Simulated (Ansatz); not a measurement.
BaSnO₃ (cubic perovskite, Pm-3m), plane-wave PAW PBEsol (Ansatz code). The conduction-band minimum lies at Γ, with 1 equivalent valley. Second derivatives d²E/dk² of the lowest band at one valley (eV·Å²), along Cartesian directions:

| direction | d²E/dk² |
|---|---|
| [100] | 48.10 |
| [010] | 48.10 |
| [001] | 48.10 |
| [110] | 48.08 |
| [101] | 48.08 |
| [011] | 48.08 |

Task: Find the principal effective masses, the density-of-states mass and the conductivity mass.

Result: Off-diagonal terms follow from H_xy = H[110] − (H_xx + H_yy)/2, and m*/mₑ = 7.620 eV·Å² over each eigenvalue: 0.16, 0.16, 0.16. One valley's DOS mass (m₁m₂m₃)^(1/3) = 0.16, conductivity mass 3/(Σ 1/mᵢ) = 0.16 mₑ.

Task: What effective density of states Nc follows at 300 K for parabolic valleys?

Result: Nc = 2.509e19 × 1 × (0.16)^(3/2) ≈ 1.6e18 cm⁻³.

The PBEsol relaxation kept the symmetry of its start. Spin–orbit coupling is left out wherever it is not named.

Potentials: the later of the program's two PAW sets.

Edges and masses are those of Kohn–Sham bands, whose gap is no quasiparticle gap.
